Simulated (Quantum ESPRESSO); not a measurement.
# MgS (Niningerite) (Fm-3m) in Quantum ESPRESSO: a series of runs, part 2 of 3

Quantum ESPRESSO 7.5. Earlier steps stand in the parts before.

## (4) Dielectric tensor, PBEsol

pw.in reads:

```
&CONTROL
  calculation = 'scf'
  prefix = 'pwscf'
  outdir = './tmp'
  pseudo_dir = './pseudo'
  tprnfor = .true.
  tstress = .true.
  disk_io = 'low'
/
&SYSTEM
  ibrav = 0
  nat = 2
  ntyp = 2
  ecutwfc = 45
  ecutrho = 360
  nbnd = 14
  occupations = 'smearing'
  smearing = 'fd'
  degauss = 0.00367493
/
&ELECTRONS
  conv_thr = 4d-10
  electron_maxstep = 120
  mixing_beta = 0.5
/
ATOMIC_SPECIES
S     32.0600 s_pbesol_v1.4.uspp.F.UPF
Mg    24.3050 mg_pbesol_v1.4.uspp.F.UPF
CELL_PARAMETERS bohr
   0.0000000000    4.9164059721    4.9164059721
   4.9164059721    0.0000000000    4.9164059721
   4.9164059721    4.9164059721    0.0000000000
ATOMIC_POSITIONS bohr
S      4.9164059721    4.9164059721    4.9164059721
Mg     0.0000000000    0.0000000000    0.0000000000
K_POINTS automatic
6 6 6 1 1 1
```

scf2.in reads:

```
&CONTROL
  calculation = 'scf'
  prefix = 'pwscf'
  outdir = './tmp'
  pseudo_dir = './pseudo'
  tprnfor = .true.
  tstress = .true.
  disk_io = 'low'
/
&SYSTEM
  ibrav = 0
  nat = 2
  ntyp = 2
  ecutwfc = 45
  ecutrho = 360
  nbnd = 14
  occupations = 'fixed'
/
&ELECTRONS
  conv_thr = 1d-13
  electron_maxstep = 120
  mixing_beta = 0.5
  startingpot = 'file'
  startingwfc = 'file'
/
ATOMIC_SPECIES
S     32.0600 s_pbesol_v1.4.uspp.F.UPF
Mg    24.3050 mg_pbesol_v1.4.uspp.F.UPF
CELL_PARAMETERS bohr
   0.0000000000    4.9164059721    4.9164059721
   4.9164059721    0.0000000000    4.9164059721
   4.9164059721    4.9164059721    0.0000000000
ATOMIC_POSITIONS bohr
S      4.9164059721    4.9164059721    4.9164059721
Mg     0.0000000000    0.0000000000    0.0000000000
K_POINTS automatic
6 6 6 1 1 1
```

ph.in reads:

```
dielectric of MgS
&INPUTPH
  prefix = 'pwscf'
  outdir = './tmp'
  tr2_ph = 1d-18
  fildyn = 'dyn'
  niter_ph = 90
  alpha_mix(1) = 0.7
  epsil = .true.
  trans = .false.
  zeu = .true.
/
0.0000000000 0.0000000000 0.0000000000
```

Potentials or basis: GBRV 1.5 PBEsol.

Launch:

```sh
$ OMP_NUM_THREADS=1 pw.x -in pw.in > pw.out
$ OMP_NUM_THREADS=1 pw.x -in scf2.in > scf2.out
$ OMP_NUM_THREADS=1 ph.x -in ph.in > ph.out
```

pw.out:

```text
This program is part of the open-source Quantum ESPRESSO suite
     for quantum simulation of materials; please cite
[... 9 lines left out ...]
     --------------------
     sticks:   dense  smooth     PW     G-vecs:    dense   smooth      PW
     Sum        1189     595    199                27317     9721    1807

     Using Slab Decomposition

     bravais-lattice index     =            0
     lattice parameter (alat)  =       6.9528  a.u.
     unit-cell volume          =     237.6694 (a.u.)^3
     number of atoms/cell      =            2
     number of atomic types    =            2
     number of electrons       =        16.00
     number of Kohn-Sham states=           14
     kinetic-energy cutoff     =      45.0000  Ry
     charge density cutoff     =     360.0000  Ry
     scf convergence threshold =      4.0E-10
     mixing beta               =       0.5000
     number of iterations used =            8  plain     mixing
     Exchange-correlation= SLA  PW   PSX  PSC
                           (   1   4  10   8   0   0   0)

     celldm(1)=   6.952848  celldm(2)=   0.000000  celldm(3)=   0.000000
     celldm(4)=   0.000000  celldm(5)=   0.000000  celldm(6)=   0.000000

[... 8 lines left out ...]
               b(3) = (  0.707107  0.707107 -0.707107 )

     PseudoPot. # 1 for S  read from file:
     s_pbesol_v1.4.uspp.F.UPF
     Pseudo is Ultrasoft + core correction, Zval =  6.0
     Generated by new atomic code, or converted to UPF format
     Using radial grid of  907 points,  6 beta functions with:
                l(1) =   0
                l(2) =   0
                l(3) =   1
                l(4) =   1
                l(5) =   2
                l(6) =   2
     Q(r) pseudized with  8 coefficients,  rinner =    1.300   1.300   1.300
                                                       1.300   1.300

     PseudoPot. # 2 for Mg read from file:
     mg_pbesol_v1.4.uspp.F.UPF
     Pseudo is Ultrasoft, Zval = 10.0
     Generated by new atomic code, or converted to UPF format
     Using radial grid of  821 points,  7 beta functions with:
                l(1) =   0
                l(2) =   0
                l(3) =   0
                l(4) =   1
                l(5) =   1
                l(6) =   2
                l(7) =   2
     Q(r) pseudized with  8 coefficients,  rinner =    1.200   1.200   1.200
                                                       1.200   1.200

     atomic species   valence    mass     pseudopotential
     S                 6.00    32.06000     S ( 1.00)
     Mg               10.00    24.30500     Mg( 1.00)

     48 Sym. Ops., with inversion, found

   Cartesian axes

     site n.     atom                  positions (alat units)
         1        S      tau(   1) = (   0.7071068   0.7071068   0.7071068  )
         2        Mg     tau(   2) = (   0.0000000   0.0000000   0.0000000  )

     number of k points=    28  Fermi-Dirac smearing, width (Ry)=  0.0037
                       cart. coord. in units 2pi/alat
        k(    1) = (   0.0589256   0.0589256   0.0589256), wk =   0.0185185
        k(    2) = (   0.1767767   0.1767767  -0.0589256), wk =   0.0555556
        k(    3) = (   0.2946278   0.2946278  -0.1767767), wk =   0.0555556
        k(    4) = (  -0.2946278  -0.2946278   0.4124790), wk =   0.0555556
        k(    5) = (  -0.1767767  -0.1767767   0.2946278), wk =   0.0555556
        k(    6) = (  -0.0589256  -0.0589256   0.1767767), wk =   0.0555556
[... 20 lines left out ...]
        k(   27) = (   0.2946278   0.2946278   0.2946278), wk =   0.0185185
        k(   28) = (  -0.2946278  -0.2946278   0.8838835), wk =   0.0555556

     Dense  grid:    27317 G-vectors     FFT dimensions: (  45,  45,  45)

     Smooth grid:     9721 G-vectors     FFT dimensions: (  30,  30,  30)

     Initial potential from superposition of free atoms

     starting charge      15.6997, renormalised to      16.0000
     Starting wfcs are    9 randomized atomic wfcs +    5 random wfcs

     Self-consistent Calculation

     iteration #  1     ecut=    45.00 Ry     beta= 0.50
     Davidson diagonalization with overlap
     ethr =  1.00E-02,  avg # of iterations =  7.6

     Threshold (ethr) on eigenvalues was too large:
     Diagonalizing with lowered threshold

     Davidson diagonalization with overlap
     ethr =  9.76E-04,  avg # of iterations =  1.0

     total energy              =    -149.32242337 Ry
     estimated scf accuracy    <       0.15534483 Ry

     iteration #  2     ecut=    45.00 Ry     beta= 0.50
     Davidson diagonalization with overlap
     ethr =  9.71E-04,  avg # of iterations =  2.0
[... 36 lines left out ...]
     total energy              =    -149.34614219 Ry
     estimated scf accuracy    <          7.8E-09 Ry

     iteration #  8     ecut=    45.00 Ry     beta= 0.50
     Davidson diagonalization with overlap
     ethr =  4.90E-11,  avg # of iterations =  2.3

     End of self-consistent calculation

          k = 0.0589 0.0589 0.0589 (  1239 PWs)   bands (ev):

   -68.1828 -35.1394 -35.1390 -35.1390  -6.4299   5.6390   6.1321   6.1321
    10.2167  13.7890  14.1309  14.1309  16.0211  16.0211

          k = 0.1768 0.1768-0.0589 (  1224 PWs)   bands (ev):

   -68.1826 -35.1413 -35.1396 -35.1391  -6.0847   4.0527   5.5627   6.0456
    11.3283  13.4563  14.1876  14.2425  15.0718  16.7402

          k = 0.2946 0.2946-0.1768 (  1212 PWs)   bands (ev):

   -68.1825 -35.1443 -35.1401 -35.1396  -5.4322   2.0617   5.2271   5.7150
    11.1393  13.0552  13.3285  15.4910  17.2856  18.0459

          k =-0.2946-0.2946 0.4125 (  1204 PWs)   bands (ev):

   -68.1824 -35.1454 -35.1401 -35.1399  -5.1490   1.4024   5.2571   5.4868
    10.9502  12.6004  13.2428  16.4492  17.9167  19.8753

          k =-0.1768-0.1768 0.2946 (  1218 PWs)   bands (ev):
[... 6 lines left out ...]
   -68.1827 -35.1402 -35.1393 -35.1392  -6.2519   4.8094   5.8541   5.9327
    11.0209  13.1656  14.3079  14.5945  15.0284  16.4330

          k = 0.2946 0.0589 0.0589 (  1222 PWs)   bands (ev):

   -68.1826 -35.1416 -35.1399 -35.1398  -5.9232   3.8697   5.4349   5.4390
    11.5935  12.3173  13.6047  15.3250  15.9035  17.2382

          k = 0.4125 0.1768-0.0589 (  1215 PWs)   bands (ev):

   -68.1825 -35.1434 -35.1409 -35.1402  -5.3962   2.6838   4.5490   5.1836
    11.2798  12.3973  13.6459  15.4314  17.1985  19.6559

          k =-0.1768-0.4125 0.5303 (  1208 PWs)   bands (ev):

   -68.1824 -35.1446 -35.1415 -35.1404  -4.9770   1.8569   3.9923   5.0189
    11.2638  12.5847  14.4628  15.3451  18.3851  19.6003

          k =-0.0589-0.2946 0.4125 (  1210 PWs)   bands (ev):

   -68.1824 -35.1439 -35.1415 -35.1400  -5.2157   2.3169   4.0036   5.3537
    11.9921  12.5265  13.8771  14.8407  17.1432  20.2839

          k = 0.0589-0.1768 0.2946 (  1218 PWs)   bands (ev):

   -68.1826 -35.1424 -35.1402 -35.1395  -5.7789   3.2800   5.0721   5.7429
    11.8375  13.0877  13.2102  14.6209  15.8713  18.1247

          k = 0.5303 0.0589 0.0589 (  1218 PWs)   bands (ev):

   -68.1824 -35.1441 -35.1412 -35.1410  -5.0931   2.3900   4.4678   4.7046
     9.7246  11.0053  16.1511  17.0483  18.4035  19.3676

          k =-0.0589-0.5303 0.6482 (  1204 PWs)   bands (ev):

   -68.1823 -35.1443 -35.1421 -35.1413  -4.8082   2.2217   3.6680   4.3959
     9.9344  11.7406  15.8322  16.7648  19.0756  20.9315

          k = 0.0589-0.4125 0.5303 (  1199 PWs)   bands (ev):

   -68.1824 -35.1438 -35.1427 -35.1406  -4.8656   2.3100   3.1410   4.8219
    10.8843  13.4099  14.8257  15.0855  18.1104  19.0632

          k = 0.1768-0.2946 0.4125 (  1210 PWs)   bands (ev):

   -68.1824 -35.1448 -35.1406 -35.1400  -5.1828   1.7698   4.7282   5.3982
    11.5426  12.2493  13.7805  15.5677  18.0509  19.1335

          k =-0.6482 0.0589 0.0589 (  1205 PWs)   bands (ev):

   -68.1823 -35.1447 -35.1416 -35.1413  -4.8299   2.0355   4.2251   4.5365
     9.1837  10.7342  17.4664  17.7337  19.1544  20.3040

          k =-0.5303 0.1768-0.0589 (  1213 PWs)   bands (ev):

   -68.1824 -35.1441 -35.1416 -35.1409  -5.0335   2.3370   4.0472   4.6666
    10.4086  11.9693  14.7149  16.3913  18.4347  20.8545

          k =-0.4125 0.0589 0.0589 (  1225 PWs)   bands (ev):

   -68.1825 -35.1430 -35.1405 -35.1405  -5.5033   3.0293   4.9021   5.0204
    10.7027  11.5403  14.6376  16.1694  17.1567  18.2911

          k = 0.1768 0.1768 0.1768 (  1227 PWs)   bands (ev):

   -68.1826 -35.1423 -35.1394 -35.1394  -5.9302   3.3349   5.8536   5.8536
    11.0055  13.8850  13.8850  14.3737  16.3299  16.3299

          k = 0.2946 0.2946 0.0589 (  1216 PWs)   bands (ev):
[... 21 lines left out ...]
   -68.1824 -35.1440 -35.1421 -35.1407  -4.9439   2.2756   3.5583   4.6737
    11.4356  12.8647  13.7676  15.6846  18.3609  19.6896

          k =-0.0589-0.2946 0.6482 (  1208 PWs)   bands (ev):

   -68.1823 -35.1437 -35.1427 -35.1413  -4.7861   2.5382   3.1608   4.1276
    11.0908  13.1563  14.2234  15.2791  19.2556  20.4089

          k =-0.7660 0.1768 0.1768 (  1208 PWs)   bands (ev):

   -68.1823 -35.1440 -35.1426 -35.1409  -4.8222   2.3223   3.1395   4.8193
    10.0542  12.7747  15.6700  15.8750  18.1842  19.6666

          k = 0.2946 0.2946 0.2946 (  1206 PWs)   bands (ev):

   -68.1825 -35.1452 -35.1397 -35.1397  -5.2887   1.5608   5.6159   5.6159
    10.6403  13.0915  13.0915  16.1416  17.8031  19.0425

          k =-0.2946-0.2946 0.8839 (  1207 PWs)   bands (ev):

   -68.1824 -35.1450 -35.1410 -35.1401  -5.0575   1.6399   4.3933   5.3657
    11.3430  12.5316  13.7267  16.0553  18.7045  18.8468

     the Fermi energy is     7.3511 ev

!    total energy              =    -149.34614219 Ry
     estimated scf accuracy    <          4.0E-11 Ry
     smearing contrib. (-TS)   =      -0.00000000 Ry
     internal energy E=F+TS    =    -149.34614219 Ry

     The total energy is F=E-TS. E is the sum of the following terms:
     one-electron contribution =     -98.58176588 Ry
     hartree contribution      =      51.05611625 Ry
     xc contribution           =     -25.10701604 Ry
     ewald contribution        =     -76.71347653 Ry

     convergence has been achieved in   8 iterations

     Forces acting on atoms (cartesian axes, Ry/au):

     atom    1 type  1   force =    -0.00000000    0.00000000   -0.00000000
     atom    2 type  2   force =     0.00000000    0.00000000   -0.00000000

     Total force =     0.000000     Total SCF correction =     0.000000

     Computing stress (Cartesian axis) and pressure

          total   stress  (Ry/bohr**3)                   (kbar)     P=      -10.60
  -0.00007208  -0.00000000   0.00000000          -10.60       -0.00        0.00
  -0.00000000  -0.00007208  -0.00000000           -0.00      -10.60       -0.00
   0.00000000  -0.00000000  -0.00007208            0.00       -0.00      -10.60

=------------------------------------------------------------------------------=
   JOB DONE.
=------------------------------------------------------------------------------=
```

Wall time 2.6 min (1 thread of AMD EPYC, shared host); peak memory 0.14 GiB.

What came out:

```
Free energy                             : -2031.9578 eV
Pressure                                : -1.1 GPa
Electronic dielectric tensor (diagonal) : 5.54
Born charges (mean of the diagonal)     : S -2.33; Mg +2.33 e
```

Levels at points of the mesh, in eV from the valence-band top:
```tsv
k point	band 4	band 5	band 6	band 7	band 8	band 9	band 10	band 11	band 12	band 13
(0.08, 0.08, 0.08)	-41.27	-12.56	-0.49	0.00	0.00	4.08	7.66	8.00	8.00	9.89
```

Electronic dielectric tensor:
```
5.54 0.00 0.00
0.00 5.54 0.00
0.00 0.00 5.54
```

Born effective charge tensors (e):
atom 1, S
```
-2.33  0.00  0.00
 0.00 -2.33  0.00
 0.00  0.00 -2.33
```
atom 2, Mg
```
2.33 0.00 0.00
0.00 2.33 0.00
0.00 0.00 2.33
```

## (5) Dielectric tensor, WC

pw.in, as its differences from that of step 4:

```diff
@@ -16,2 +16,3 @@
   nbnd = 14
+  input_dft = 'wc'
   occupations = 'smearing'
@@ -26,4 +27,4 @@
 ATOMIC_SPECIES
-S     32.0600 s_pbesol_v1.4.uspp.F.UPF
-Mg    24.3050 mg_pbesol_v1.4.uspp.F.UPF
+S     32.0600 s_pbe_v1.4.uspp.F.UPF
+Mg    24.3050 mg_pbe_v1.4.uspp.F.UPF
 CELL_PARAMETERS bohr
```

scf2.in, as its differences from that of step 4:

```diff
@@ -16,2 +16,3 @@
   nbnd = 14
+  input_dft = 'wc'
   occupations = 'fixed'
@@ -26,4 +27,4 @@
 ATOMIC_SPECIES
-S     32.0600 s_pbesol_v1.4.uspp.F.UPF
-Mg    24.3050 mg_pbesol_v1.4.uspp.F.UPF
+S     32.0600 s_pbe_v1.4.uspp.F.UPF
+Mg    24.3050 mg_pbe_v1.4.uspp.F.UPF
 CELL_PARAMETERS bohr
```

ph.in is that of step 4.

Potentials or basis: GBRV 1.5 PBE.

Launch:

```sh
$ OMP_NUM_THREADS=1 pw.x -in pw.in > pw.out
$ OMP_NUM_THREADS=1 pw.x -in scf2.in > scf2.out
$ OMP_NUM_THREADS=1 ph.x -in ph.in > ph.out
```

pw.out:

```text
This program is part of the open-source Quantum ESPRESSO suite
     for quantum simulation of materials; please cite
         "P. Giannozzi et al., J. Phys.:Condens. Matter 21 395502 (2009);
         "P. Giannozzi et al., J. Phys.:Condens. Matter 29 465901 (2017);
         "P. Giannozzi et al., J. Chem. Phys. 152 154105 (2020);
     in publications or presentations arising from this work. More details at

     IMPORTANT: XC functional enforced from input :
     Exchange-correlation= WC
                           (   1   4  11   4   0   0   0)
     Any further DFT definition will be discarded
     Please, verify this is what you really want

     Message from routine setup:
     using ibrav=0 with symmetry is DISCOURAGED, use correct ibrav instead

     G-vector sticks info
     --------------------
     sticks:   dense  smooth     PW     G-vecs:    dense   smooth      PW
     Sum        1189     595    199                27317     9721    1807

     Using Slab Decomposition

     bravais-lattice index     =            0
     lattice parameter (alat)  =       6.9528  a.u.
     unit-cell volume          =     237.6694 (a.u.)^3
     number of atoms/cell      =            2
     number of atomic types    =            2
     number of electrons       =        16.00
     number of Kohn-Sham states=           14
     kinetic-energy cutoff     =      45.0000  Ry
     charge density cutoff     =     360.0000  Ry
     scf convergence threshold =      4.0E-10
[... 92 lines left out ...]
     Smooth grid:     9721 G-vectors     FFT dimensions: (  30,  30,  30)

     Initial potential from superposition of free atoms

     starting charge      15.6997, renormalised to      16.0000
     Starting wfcs are    9 randomized atomic wfcs +    5 random wfcs

     Self-consistent Calculation

     iteration #  1     ecut=    45.00 Ry     beta= 0.50
     Davidson diagonalization with overlap
     ethr =  1.00E-02,  avg # of iterations =  7.1

     total energy              =    -149.41303449 Ry
     estimated scf accuracy    <       0.16266888 Ry
[... 50 lines left out ...]
     iteration #  9     ecut=    45.00 Ry     beta= 0.50
     Davidson diagonalization with overlap
     ethr =  3.26E-12,  avg # of iterations =  2.2

     End of self-consistent calculation

          k = 0.0589 0.0589 0.0589 (  1239 PWs)   bands (ev):

   -68.4047 -35.1665 -35.1662 -35.1662  -6.4541   5.6376   6.1312   6.1312
    10.2102  13.7974  14.1397  14.1397  16.0317  16.0317
[... 73 lines left out ...]
   -68.4043 -35.1718 -35.1687 -35.1685  -4.8628   2.0387   4.2272   4.5380
     9.1981  10.7419  17.4772  17.7495  19.1798  20.3193

          k =-0.5303 0.1768-0.0589 (  1213 PWs)   bands (ev):

   -68.4044 -35.1712 -35.1687 -35.1680  -5.0649   2.3388   4.0493   4.6680
    10.4229  11.9768  14.7250  16.4049  18.4529  20.8642

          k =-0.4125 0.0589 0.0589 (  1225 PWs)   bands (ev):
[... 51 lines left out ...]
   -68.4044 -35.1721 -35.1681 -35.1672  -5.0889   1.6439   4.3940   5.3650
    11.3533  12.5416  13.7454  16.0643  18.7263  18.8562

     the Fermi energy is     7.3260 ev

!    total energy              =    -149.43916921 Ry
     estimated scf accuracy    <          6.3E-12 Ry
     smearing contrib. (-TS)   =      -0.00000000 Ry
     internal energy E=F+TS    =    -149.43916921 Ry

     The total energy is F=E-TS. E is the sum of the following terms:
     one-electron contribution =     -98.53633976 Ry
     hartree contribution      =      51.08522255 Ry
     xc contribution           =     -25.27457548 Ry
     ewald contribution        =     -76.71347653 Ry

     convergence has been achieved in   9 iterations

     Forces acting on atoms (cartesian axes, Ry/au):

     atom    1 type  1   force =     0.00000000    0.00000000   -0.00000000
     atom    2 type  2   force =    -0.00000000   -0.00000000    0.00000000

     Total force =     0.000000     Total SCF correction =     0.000000

     Computing stress (Cartesian axis) and pressure

          total   stress  (Ry/bohr**3)                   (kbar)     P=       -6.87
  -0.00004671   0.00000000  -0.00000000           -6.87        0.00       -0.00
  -0.00000000  -0.00004671  -0.00000000           -0.00       -6.87       -0.00
   0.00000000  -0.00000000  -0.00004671            0.00       -0.00       -6.87

=------------------------------------------------------------------------------=
   JOB DONE.
=------------------------------------------------------------------------------=
```

ph.out:

```text
This program is part of the open-source Quantum ESPRESSO suite
     for quantum simulation of materials; please cite
         "P. Giannozzi et al., J. Phys.:Condens. Matter 21 395502 (2009);
         "P. Giannozzi et al., J. Phys.:Condens. Matter 29 465901 (2017);
         "P. Giannozzi et al., J. Chem. Phys. 152 154105 (2020);
     in publications or presentations arising from this work. More details at

     IMPORTANT: XC functional enforced from input :
[... 190 lines left out ...]
      E*z (       -0.00000       -0.00000        2.32756 )

     INITIALIZATION:

     DIELECTRIC CONSTANT AND EFFECTIVE CHARGES:

      Additional routines

=------------------------------------------------------------------------------=
   JOB DONE.
=------------------------------------------------------------------------------=
```

Run time: 2.6 min. Hardware: 1 thread of AMD EPYC, shared host; peak memory 0.14 GiB.

What came out:

| Item | Value |
| --- | --- |
| Free energy | -2033.2235 eV |
| Pressure | -0.7 GPa |
| Electronic dielectric tensor (diagonal) | 5.53 |
| Born charges (mean of the diagonal) | S -2.33; Mg +2.33 e |

Electronic dielectric tensor:
```
5.53 0.00 0.00
0.00 5.53 0.00
0.00 0.00 5.53
```

Born effective charge tensors (e):
atom 1, S
```
-2.33  0.00  0.00
 0.00 -2.33  0.00
 0.00  0.00 -2.33
```
atom 2, Mg
```
2.33 0.00 0.00
0.00 2.33 0.00
0.00 0.00 2.33
```

Caveat: the potentials were made for another functional, which shifts forces and pressure.

(Part 2 of 3 ends here.)
